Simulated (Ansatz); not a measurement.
# Al₂Cu: energy over the lattice constants a and c

Aim: map the energy of Al₂Cu (P4/mmm, No. 123; 3 atoms in the cell) over two coordinates, and find its wells, ridges and stiffness.

Method: DFT PBE, scalar-relativistic, plane waves, PAW, in Ansatz 0.2.0.

18 further runs of the same task are left out: 18 set aside as unsound or not needed. Runs told in other sessions of the task aren't counted.

## (1) The system as given

The structure is tetragonal, space group P4/mmm (No. 123). Conventional cell: a = 4.121 Å, b = 4.121 Å, c = 2.885 Å, α = 90.00°, β = 90.00°, γ = 90.00°. Al (site symmetry mmm) has 4 Cu at 2.52 Å and 6 Al at 2.88 to 2.91 Å in its first shell of neighbours. Cu (site symmetry 4/mmm) has 8 Al at 2.52 Å and 2 Cu at 2.88 Å in its first shell of neighbours.

Coordinates:

```
CELL_PARAMETERS angstrom
4.12116 0.00000 0.00000
0.00000 4.12116 0.00000
0.00000 0.00000 2.88473
ATOMIC_POSITIONS crystal
Al 0.50000 0.00000 0.50000
Al 0.00000 0.50000 0.50000
Cu 0.00000 0.00000 0.00000
```

It goes back to an entry of the Materials Project, which need not be the stable form.

This cell was relaxed beforehand with the same method: volume 16.33 Å³/atom, gap on the mesh none (metal).

## (2) Setting up the map

The energy is mapped over the lattice constants a and c of the conventional cell.

The axes are (1) lattice constant a (and b): 7 values from 3.833 to 4.410 Å; (2) lattice constant c: 7 values from 2.654 to 3.115 Å.

Nothing else is relaxed (symmetry fixes all fractional coordinates). Energies count from the relaxed crystal. Points are written as (first, second).

## (3) The run at (4.410 Å, 3.115 Å)

Contents of input.yaml:

```yaml
crystal:
  lattice:
    - [4.4096, 0.0, 0.0]
    - [0.0, 4.4096, 0.0]
    - [0.0, 0.0, 3.1155]
  atoms:
    - { symbol: Al, position: [0.5, 0.0, 0.5] }
    - { symbol: Al, position: [0.0, 0.5, 0.5] }
    - { symbol: Cu, position: [0.0, 0.0, 0.0] }
basis:
  ecutwfc: 520.0
kpoints:
  mp_grid: { grid: [10, 10, 14] }
hamiltonian:
  xc: pbe
  pseudopotentials: { kind: paw, azcp: { folder: soft_1 } }
scf:
  occupations: { method: gaussian, width: 0.15 }
output:
  forces: true
  stress: true
  eigenvalues: true
```

Launch:

```console
$ ansatz run input.yaml --threads 2 --pin off --max-ram 4096MiB --backend cpu --events-out ev --progress --plain --runs-dir out
```

The session goes on with these runs: the other points that were computed.

Before running it: what results should come out? Wanted: lowest point; highest computed point; pressure.

As calculated:

| quantity | value |
| --- | --- |
| lowest point | (4.121 Å, 2.885 Å), 0 meV/atom |
| highest computed point | (3.833 Å, 2.654 Å), 294 meV/atom above the lowest |
| pressure (GPa) | −11.3 at (4.410 Å, 3.115 Å) to 34.7 at (3.833 Å, 2.654 Å); 0.0 at the lowest point |
| time for all points | 9.6 min on 2 threads, shared host |

What this shows: The lowest computed point is at (4.121 Å, 2.885 Å), which is the relaxed crystal itself. No other kind of well shows on this grid. The highest computed point, (3.833 Å, 2.654 Å), lies 294 meV/atom above the lowest. Round the minimum the valley is somewhat tilted: raising lattice constant a (and b) shifts the best value of lattice constant c downwards (coupling k₁₂/√(k₁₁k₂₂) about 0.5).
